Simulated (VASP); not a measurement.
The system is CdO (Monteponite).

```xyz
2
Lattice="0.0000 2.3524 2.3524 2.3524 0.0000 2.3524 2.3524 2.3524 0.0000" Properties=species:S:1:pos:R:3 pbc="T T T"
Cd    0.0000    0.0000    0.0000
O     2.3524    2.3524    2.3524
```

Base run:

| Item | Value |
| --- | --- |
| Program | VASP 6.6.1 |
| Functional | HSE06 |
| Potentials or basis | VASP PAW PBE potentials, release 64 (Cd, O) |
| Cutoff | 520 eV |
| k mesh | 8 × 8 × 8 |
| Occupations | gaussian, width 0.03 eV |
| Spin | no spin polarisation |

Its results: band gap on the k mesh 0.89 eV, indirect (least direct gap 2.22 eV); pressure 1.7 GPa.

Task: The run is repeated on the same cell with these changes: functional from HSE06 to PBE0. What comes out?

Result: Band gap on the k mesh 1.52 eV, indirect (least direct gap 2.85 eV); pressure 1.5 GPa.

Caveats: the PAW data sets were made with another functional, which shifts forces and pressure a little.
